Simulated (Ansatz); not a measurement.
Write the native input for Ansatz 0.2.0 that does the following.

```
Task                  : relaxation of cell and atoms
Functional            : PBEsol
Potentials or basis   : Ansatz PAW
Cutoff                : 420 eV (not typed: the program's choice for these potentials)
k mesh                : 7 × 7 × 7
Occupations           : fermi-dirac, width 0.05 eV
Spin                  : no spin polarisation
Target pressure       : 10 GPa
Target pressure (GPa) : 10
```

Crystal: K.

```xyz
1
Lattice="-2.6976 2.6976 2.6976 2.6976 -2.6976 2.6976 2.6976 2.6976 -2.6976" Properties=species:S:1:pos:R:3 pbc="T T T"
K     0.0000    0.0000    0.0000
```

One way to write it, as run:

input.yaml

```yaml
crystal:
  lattice:
    - [-2.6975585167, 2.6975585167, 2.6975585167]
    - [2.6975585167, -2.6975585167, 2.6975585167]
    - [2.6975585167, 2.6975585167, -2.6975585167]
  atoms:
    - { symbol: K, position: [0.0, 0.0, 0.0] }
hamiltonian:
  xc: pbesol
  pseudopotentials: { kind: paw }
kpoints:
  mp_grid: { grid: [7, 7, 7] }
scf:
  occupations: { method: fermi_dirac, width: 0.05 }
output:
  forces: true
  stress: true
  eigenvalues: true
relax:
  f_tol: 0.01
  max_steps: 40
  cell: { stress_tol: 0.05, p_target: 10.0 }
```

Potentials or basis: Ansatz PAW.

The run is started by

```sh
$ ansatz run input.yaml --threads 2 --pin off --max-ram 5632MiB --backend cpu --events-out ev --progress --plain --runs-dir out
```

Results of the run:

```
Relaxed volume                                         : 34.54 Å³/atom
Relaxed cell                                           : a = 3.553 Å, b = 3.553 Å, c = 3.553 Å, α = 109.47°, β = 109.47°, γ = 109.47°
Space group after relaxing (to 0.05 Å)                 : Im-3m (No. 229)
Energy change on relaxing (the enthalpy is what falls) : +634.9 meV/atom
Ionic steps                                            : 9
Pressure after relaxing                                : 10.0 GPa
Band gap on the k mesh                                 : none (metal or under the smearing width)
```

Caveat: the volume moved by over 15 % at a fixed basis, so the end points are rough; the plane-wave basis is chosen anew once the cell has moved, so the energies of steps on either side of that aren't comparable; the PAW data sets come from PBE, with cores solved anew for the run's functional, which leaves a small shift of forces and pressure.

Wall time 2.2 s on 2 threads of Intel(R) Xeon(R) 6975P-C (Granite Rapids), on a shared host, peak memory 0.37 GiB.
